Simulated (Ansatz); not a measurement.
## HfN (Fm-3m) under several functionals

Plane-wave DFT in Ansatz with scalar-relativistic PAW potentials. The same structure was relaxed (cell and atoms, symmetry kept) in separate runs at each level. No spin polarisation.

| level | cutoff (eV) | k mesh | V (Å³/atom) | a (Å) | B0 (GPa) |
| --- | --- | --- | --- | --- | --- |
| LDA | 420 | 16×16×16 | 11.150 | 4.468 | – |
| PBEsol | 420 | 16×16×16 | 11.404 | 4.502 | 284 |
| PBE+D3(BJ) | 420 | 16×16×16 | 11.519 | 4.517 | – |
| r2SCAN | 500 | 16×16×16 | 11.585 | 4.525 | 282 |

Problem. Where does PBE (420 eV, k mesh 16×16×16) fall?

Solution. V (Å³/atom) 11.757, a (Å) 4.548, B0 (GPa) 263. Its volume is the largest of the set. The usual order of volumes, LDA < PBEsol < PBE, holds here (11.150, 11.404, 11.757 Å³/atom). As a rule LDA overbinds; PBEsol, built on the gradient expansion of slowly varying densities, lies between LDA and PBE; PBE's stronger gradient term for exchange weakens bonds. Adding D3 to PBE changes the volume by -2.0 %; the term is attractive, so it pulls cells in. In metals the pairwise form ignores screening by the conduction electrons and often pulls in too far. r2SCAN lies 1.5 % under PBE in volume. B0 goes from 284.0 to 263.2 GPa as the volume grows by 3.1 %; on one curve with B' = 4.2 the volume alone, B ∝ V^(−B'), would give 249.5 GPa, and the rest of the difference is the functional's own stiffness.

Spin–orbit coupling is left out, which can shift energies with elements as heavy as these. Spin polarisation was left out, and a magnetic state may lie lower.